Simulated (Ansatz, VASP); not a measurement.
## HfC in VASP and in Ansatz

```
CELL_PARAMETERS angstrom
0.00000 2.30940 2.30940
2.30940 0.00000 2.30940
2.30940 2.30940 0.00000
ATOMIC_POSITIONS crystal
Hf 0.50000 0.50000 0.50000
C 0.00000 0.00000 0.00000
```

Change from the starting cell: volume scaled by 0.98, PAW files.

Alike in both runs: task electric field gradients; functional LDA; k mesh 12 × 12 × 12; occupations fermi-dirac, width 0.05 eV; no spin polarisation.

|  | VASP | Ansatz |
| --- | --- | --- |
| version | VASP 6.6.1 | Ansatz 0.2.0 |
| potentials or method | VASP PAW LDA potentials, release 64 (Hf_pv, C) | PAW with Ansatz's default frozen-core files, scalar-relativistic |
| plane-wave cutoff (eV) | 520 | 420 |
| valence electrons in the cell | 14 | 30 |

Ansatz gave:

* pressure (GPa): -7.4
* Vzz of the field gradient on the site that differs most (V/Å²): 0.0

Question: Estimate VASP's values.

Answer: Pressure (GPa): -6.9; Vzz of the field gradient on the site that differs most (V/Å²): 0.0.

The two sets of potentials don't hold the same shells in valence. Ansatz warned: «gradients_without_spin_orbit».

Spin-orbit coupling is left out, which matters for the levels of Hf.
